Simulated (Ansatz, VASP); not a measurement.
# Ti in VASP and in Ansatz

Contents of INCAR:

```
SYSTEM = Ti
  PREC = Accurate
  ENCUT = 520
  EDIFF = 1E-6
  ISMEAR = 0
  SIGMA = 0.023
  LREAL = .False.
  LASPH = .True.
  NELM = 60
  ALGO = Normal
  ISIF = 2
  LWAVE = .False.
  LCHARG = .False.
  GGA = PE
  NBANDS = 19
```

KPOINTS

```
Automatic mesh
0
Gamma
  10 10 6
  0 0 0
```

File POSCAR:

```
Ti
1.0
    2.9500000000      0.0000000000      0.0000000000
   -1.4750000000      2.5547749412      0.0000000000
    0.0000000000      0.0000000000      4.6800000000
Ti
2
Direct
    0.6666666667      0.3333333333      0.7500000000
    0.3333333333      0.6666666667      0.2500000000
```

Contents of input.yaml:

```yaml
crystal:
  lattice:
    - [2.95, 0.0, 0.0]
    - [-1.475, 2.5547749412, 0.0]
    - [0.0, 0.0, 4.68]
  atoms:
    - { symbol: Ti, position: [0.6666666667, 0.3333333333, 0.75] }
    - { symbol: Ti, position: [0.3333333333, 0.6666666667, 0.25] }
kpoints:
  mp_grid: { grid: [10, 10, 6] }
scf:
  occupations: { method: gaussian, width: 0.023 }
hamiltonian:
  xc: pbe
  pseudopotentials: { kind: all_electron, lapw: { basis_error: 0.001 } }
output:
  forces: true
  stress: true
  eigenvalues: true
```

Alike in both runs: task single point; functional PBE; k mesh 10 × 10 × 6; occupations gaussian, width 0.023 eV; no spin polarisation.

|  | VASP | Ansatz |
| --- | --- | --- |
| version | VASP 6.6.1 | Ansatz 0.2.0 |
| potentials or method | VASP PAW PBE potentials, release 64 (Ti_sv) | all-electron LAPW, scalar-relativistic |
| plane-wave cutoff (eV) | 520 | see its input |

Ansatz gave:

| Item | Value |
| --- | --- |
| gap on the k mesh at the Fermi level (eV) | none |
| pressure (GPa) | -1.4 |
| largest component of the traceless stress (GPa) | 0.16 |

Q: Estimate VASP's values.

A: gap on the k mesh at the Fermi level (eV): none; pressure (GPa): -1.7; largest component of the traceless stress (GPa): 0.17.

A gap of «none» marks a metal or a gap that the smearing closes. Ansatz ran all-electron here, so the differences hold the error of VASP's frozen core and of both bases.
